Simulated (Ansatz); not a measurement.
Molecular dynamics of Si

Input:

```yaml
accuracy: low
crystal:
  lattice:
    - [0.0, 5.43, 5.43]
    - [5.43, 0.0, 5.43]
    - [5.43, 5.43, 0.0]
  atoms:
    - { symbol: Si, position: [0.03482431, -0.02599893, 0.03877551] }
    - { symbol: Si, position: [0.03223479, 0.17435881, 0.1821725] }
    - { symbol: Si, position: [-0.02278535, -0.07921552, 0.62383927] }
    - { symbol: Si, position: [0.18981216, 0.05188507, 0.65073429] }
    - { symbol: Si, position: [-0.0357179, 0.53475775, -0.05812358] }
    - { symbol: Si, position: [0.08812333, 0.60401572, 0.1309093] }
    - { symbol: Si, position: [0.0006346, 0.42555039, 0.54533807] }
    - { symbol: Si, position: [0.17299288, 0.59423235, 0.5836955] }
    - { symbol: Si, position: [0.44137946, -0.02072625, 0.06314604] }
    - { symbol: Si, position: [0.66153166, 0.14648643, 0.04249938] }
    - { symbol: Si, position: [0.61576003, 0.02952605, 0.41812257] }
    - { symbol: Si, position: [0.61150129, 0.12031501, 0.66098427] }
    - { symbol: Si, position: [0.50197546, 0.47040302, -0.00056795] }
    - { symbol: Si, position: [0.60259175, 0.58622965, 0.15619934] }
    - { symbol: Si, position: [0.50709905, 0.58124725, 0.48913014] }
    - { symbol: Si, position: [0.6631365, 0.6767053, 0.65451331] }
basis:
  ecutwfc: 420.0
kpoints:
  mp_grid: { grid: [2, 2, 2] }
hamiltonian:
  xc: pbesol
scf:
  occupations: { method: fermi_dirac, width: 0.17 }
  lower_state_search: "off"
md:
  timestep: 2
  n_steps: 129
  ensemble: nvt_langevin
  temperature: 1600.0
  initial_velocities: maxwell_boltzmann
  seed: 984390
  friction: 0.02
  temperature_schedule:
    - { n_steps: 97, end_temperature: 300.0 }
    - { n_steps: 32, end_temperature: 300.0 }
```

Run as:

```bash
$ ansatz run input.yaml --threads 1 --pin off --max-ram 3072MiB --backend cpu --events-out ev --progress --plain --runs-dir out
```

It goes on from the last frame of an earlier run, with new velocities.

Output, in part (step lines):

```
md step     0: t =     0.00 fs  T =  1500.0 K (target 1600.0 K)  F+E_penalty+E_count = -9936.29657069 eV  E_kin = 3.102240 eV  (8 SCF iters)
md step     1: t =     2.00 fs  T =  1632.0 K (target 1593.3 K)  F+E_penalty+E_count = -9936.40284120 eV  E_kin = 3.375134 eV  (6 SCF iters)
md step     2: t =     4.00 fs  T =  1605.4 K (target 1579.9 K)  F+E_penalty+E_count = -9936.45880572 eV  E_kin = 3.320326 eV  (7 SCF iters)
md step     3: t =     6.00 fs  T =  1581.9 K (target 1566.5 K)  F+E_penalty+E_count = -9936.46663371 eV  E_kin = 3.271614 eV  (7 SCF iters)
md step     4: t =     8.00 fs  T =  1705.4 K (target 1553.1 K)  F+E_penalty+E_count = -9936.45488446 eV  E_kin = 3.527099 eV  (7 SCF iters)
md step     5: t =    10.00 fs  T =  1650.7 K (target 1539.7 K)  F+E_penalty+E_count = -9936.43501164 eV  E_kin = 3.413820 eV  (5 SCF iters)
md step     6: t =    12.00 fs  T =  1597.5 K (target 1526.3 K)  F+E_penalty+E_count = -9936.41070848 eV  E_kin = 3.303962 eV  (5 SCF iters)
md step     7: t =    14.00 fs  T =  1510.9 K (target 1512.9 K)  F+E_penalty+E_count = -9936.38134693 eV  E_kin = 3.124683 eV  (5 SCF iters)
[... lines left out ...]
md step   128: t =   256.00 fs  T =   453.1 K (target 300.0 K)  F+E_penalty+E_count = -9939.23332224 eV  E_kin = 0.937134 eV  (5 SCF iters)
md step   129: t =   258.00 fs  T =   454.1 K (target 300.0 K)  F+E_penalty+E_count = -9939.26680282 eV  E_kin = 0.939236 eV  (6 SCF iters)
```

The steps, from the saved trajectory:

```json
{"time (fs)": "0.0", "T (K)": "1500", "potential energy less start (eV)": "0.000"}
{"time (fs)": "8.0", "T (K)": "1705", "potential energy less start (eV)": "-0.158"}
{"time (fs)": "16.0", "T (K)": "1603", "potential energy less start (eV)": "-0.087"}
{"time (fs)": "24.0", "T (K)": "1692", "potential energy less start (eV)": "-0.340"}
{"time (fs)": "32.0", "T (K)": "1678", "potential energy less start (eV)": "-0.353"}
{"time (fs)": "40.0", "T (K)": "1517", "potential energy less start (eV)": "-0.081"}
{"time (fs)": "48.0", "T (K)": "1329", "potential energy less start (eV)": "0.247"}
{"time (fs)": "56.0", "T (K)": "1036", "potential energy less start (eV)": "0.446"}
{"time (fs)": "64.0", "T (K)": "1405", "potential energy less start (eV)": "0.556"}
{"time (fs)": "72.0", "T (K)": "1324", "potential energy less start (eV)": "0.545"}
{"time (fs)": "80.0", "T (K)": "1714", "potential energy less start (eV)": "0.037"}
{"time (fs)": "88.0", "T (K)": "1662", "potential energy less start (eV)": "-0.532"}
{"time (fs)": "96.0", "T (K)": "1722", "potential energy less start (eV)": "-0.788"}
{"time (fs)": "104.0", "T (K)": "1351", "potential energy less start (eV)": "-0.726"}
{"time (fs)": "112.0", "T (K)": "1046", "potential energy less start (eV)": "-0.736"}
{"time (fs)": "120.0", "T (K)": "1147", "potential energy less start (eV)": "-1.019"}
{"time (fs)": "128.0", "T (K)": "958", "potential energy less start (eV)": "-1.253"}
{"time (fs)": "136.0", "T (K)": "1000", "potential energy less start (eV)": "-1.420"}
{"time (fs)": "144.0", "T (K)": "955", "potential energy less start (eV)": "-1.313"}
{"time (fs)": "152.0", "T (K)": "814", "potential energy less start (eV)": "-1.289"}
{"time (fs)": "160.0", "T (K)": "801", "potential energy less start (eV)": "-1.618"}
{"time (fs)": "168.0", "T (K)": "924", "potential energy less start (eV)": "-1.851"}
{"time (fs)": "176.0", "T (K)": "1003", "potential energy less start (eV)": "-1.886"}
{"time (fs)": "184.0", "T (K)": "873", "potential energy less start (eV)": "-1.689"}
{"time (fs)": "192.0", "T (K)": "770", "potential energy less start (eV)": "-1.643"}
{"time (fs)": "200.0", "T (K)": "738", "potential energy less start (eV)": "-1.875"}
{"time (fs)": "208.0", "T (K)": "687", "potential energy less start (eV)": "-2.343"}
{"time (fs)": "216.0", "T (K)": "849", "potential energy less start (eV)": "-2.832"}
{"time (fs)": "224.0", "T (K)": "731", "potential energy less start (eV)": "-2.936"}
{"time (fs)": "232.0", "T (K)": "521", "potential energy less start (eV)": "-2.842"}
{"time (fs)": "240.0", "T (K)": "427", "potential energy less start (eV)": "-2.713"}
{"time (fs)": "248.0", "T (K)": "420", "potential energy less start (eV)": "-2.763"}
{"time (fs)": "256.0", "T (K)": "453", "potential energy less start (eV)": "-2.937"}
```

All steps were run. The schedule's set-point averaged 409 K over the second half and the system 749 K, so it lags behind the ramp. A run of 0.26 ps of so small a system gives no equilibrium averages. Limits of this set-up: coarse k mesh, low accuracy level.

Mean squared displacements from the first frame to the last, about the centre of mass: Si 0.27 Å².

Last frame:

```xyz
16
Lattice="0.0000 5.4300 5.4300 5.4300 0.0000 5.4300 5.4300 5.4300 0.0000" Properties=species:S:1:pos:R:3
Si -0.273 0.502 0.150
Si 1.665 1.494 0.819
Si 2.848 3.084 -0.411
Si 3.969 4.456 1.485
Si 2.769 0.421 2.541
Si 3.977 1.746 4.123
Si 5.360 3.073 2.783
Si 6.887 4.447 3.887
Si -0.225 2.760 1.855
Si 0.963 4.296 4.319
Si 2.373 5.592 3.021
Si 4.872 7.770 4.012
Si 2.564 3.061 5.503
Si 4.147 4.521 6.513
Si 5.744 5.871 5.337
Si 6.866 7.203 6.988
```

Run time: 21 min on 1 thread of Arm Neoverse N1 (shared host), peak memory 0.59 GiB.
